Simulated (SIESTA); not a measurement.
## Nb under changes of volume

One of the cells (18.428 Å³/atom); the others are scaled copies at fixed shape and fractional positions:

```xyz
1
Lattice="-1.6640 1.6640 1.6640 1.6640 -1.6640 1.6640 1.6640 1.6640 -1.6640" Properties=species:S:1:pos:R:3 pbc="T T T"
Nb    0.0000    0.0000    0.0000
```

| Quantity | Value |
| --- | --- |
| Program | SIESTA 5.4.2 |
| Functional | LDA |
| Potentials or basis | PseudoDojo 0.4 standard (LDA files) |
| Basis | DZP (energy shift 0.003 Ry; two zetas on semicore shells) |
| Grid cutoff | 800 Ry |
| Energy shift | 0.003 Ry |
| k mesh | 11 × 11 × 11 |
| Occupations | fermi-dirac, width 0.05 eV |
| Spin | no spin polarisation |

```csv
volume (Å³/atom),energy over the lowest point (meV/atom),pressure (GPa)
17.322,0.00,0.6
17.691,?,?
18.060,15.29,-6.9
18.428,34.98,-10.2
18.797,61.80,-13.1
19.165,95.07,-15.8
19.534,134.13,-18.2
```

Q: What does the run at 17.691 Å³/atom give?

A: Energy over the lowest point 3.39 meV/atom; pressure -3.3 GPa.

Worked out: A Birch-Murnaghan fit of order 3 (a polynomial in V^(-2/3)) to the other rows has its minimum at 17.37 Å³/atom with B0 = V·E''(V) = 192 GPa and B' = 3.6. It gives 3.33 meV/atom at 17.691 Å³/atom, against the run's 3.39, and -dE/dV = -3.4 GPa, against -3.3.

Energies are extrapolated to zero smearing.

Caveats: the basis of atomic orbitals isn't converged, which shifts pressures, moduli and gaps.
